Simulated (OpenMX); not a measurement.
Write the native input for OpenMX 3.8.5 that does the following.

```
Task                : single point
Functional          : PBE
Potentials or basis : OpenMX 2013 PBE set, Si7.0-s2p2d1, O6.0-s2p2d1, grid cutoff 400 Ry
k mesh              : 5 × 5 × 5
Occupations         : fermi-dirac, width 0.05 eV
Spin                : no spin polarisation
Mixing scheme       : rmm-diisk
SCF threshold       : 1e-08 Ha
Solver              : band
Max SCF cycles      : 100
```

The system is SiO2.

```
Si O
1.0
     4.99269    0.00000    0.00000
    -2.49634    4.32379    0.00000
     0.00000    0.00000    5.46562
Si O
3 6
Cartesian
  2.4963 0.0000 0.0000
  1.2482 2.1619 1.8219
  -1.2482 2.1619 3.6437
  1.5624 0.9021 0.9109
  3.4303 0.9021 4.5547
  0.0000 1.8041 2.7328
  0.9339 3.4217 0.9109
  -0.9339 3.4217 4.5547
  2.4963 2.5197 2.7328
```

The cell comes from a database or a generator and needn't be the stable form of this composition.

These files were run (other wordings do the same):

SiO2.dat

```
System.CurrrentDirectory             ./
System.Name                          SiO2
DATA.PATH                            ./DFT_DATA13
level.of.stdout                      1
level.of.fileout                     0
Species.Number                       2
<Definition.of.Atomic.Species
  Si  Si7.0-s2p2d1           Si_PBE13
  O   O6.0-s2p2d1            O_PBE13
Definition.of.Atomic.Species>

Atoms.Number                         9
Atoms.SpeciesAndCoordinates.Unit     FRAC
<Atoms.SpeciesAndCoordinates
    1  Si    0.5000000000    0.0000000000    0.0000000000   2.000  2.000
    2  Si    0.5000000000    0.5000000000    0.3333333333   2.000  2.000
    3  Si    0.0000000000    0.5000000000    0.6666666667   2.000  2.000
    4  O     0.4172565700    0.2086282850    0.1666666667   3.000  3.000
    5  O     0.7913717150    0.2086282850    0.8333333333   3.000  3.000
    6  O     0.2086282850    0.4172565700    0.5000000000   3.000  3.000
    7  O     0.5827434300    0.7913717150    0.1666666667   3.000  3.000
    8  O     0.2086282850    0.7913717150    0.8333333333   3.000  3.000
    9  O     0.7913717150    0.5827434300    0.5000000000   3.000  3.000
Atoms.SpeciesAndCoordinates>

Atoms.UnitVectors.Unit               Ang
<Atoms.UnitVectors
     4.9926872824    0.0000000000    0.0000000000
    -2.4963436411    4.3237940197    0.0000000000
     0.0000000000    0.0000000000    5.4656205901
Atoms.UnitVectors>

scf.XcType                           GGA-PBE
scf.SpinPolarization                 off
scf.ElectronicTemperature            580.226
scf.energycutoff                     400.0
scf.maxIter                          100
scf.EigenvalueSolver                 band
scf.Kgrid                            5 5 5
scf.Mixing.Type                      rmm-diisk
scf.Init.Mixing.Weight               0.05
scf.Min.Mixing.Weight                0.001
scf.Max.Mixing.Weight                0.3
scf.Mixing.History                   25
scf.Mixing.StartPulay                8
scf.criterion                        1.0e-8
scf.stress.tensor                    on
MD.Type                              nomd
```

Potentials or basis: OpenMX 2013 PBE set, Si7.0-s2p2d1, O6.0-s2p2d1, grid cutoff 400 Ry.

Launch:

```console
$ openmx SiO2.dat -nt 1 > SiO2.std
```

Results of the run:

* Pressure: 18.1 GPa
* Largest force: 1.107 eV/Å
* Band gap on the k mesh: 6.41 eV, indirect (least direct gap 6.64 eV)
* Mulliken charges: Si +1.06; O -0.53 e

Caveat: Mulliken charges move with the basis; an odd mesh through Γ misses points on the zone boundary, where band edges often lie; the basis of atomic orbitals isn't converged, which shifts pressures, moduli and gaps; forces of over 1 eV/Å show positions far from the minimum, so gaps and moduli don't describe the material at rest.

Wall time 7.7 min on 1 thread of Intel(R) Xeon(R) Platinum 8259CL CPU @ 2.50GHz (Skylake/Cascade Lake), with other jobs on the host, peak memory 1.3 GiB.
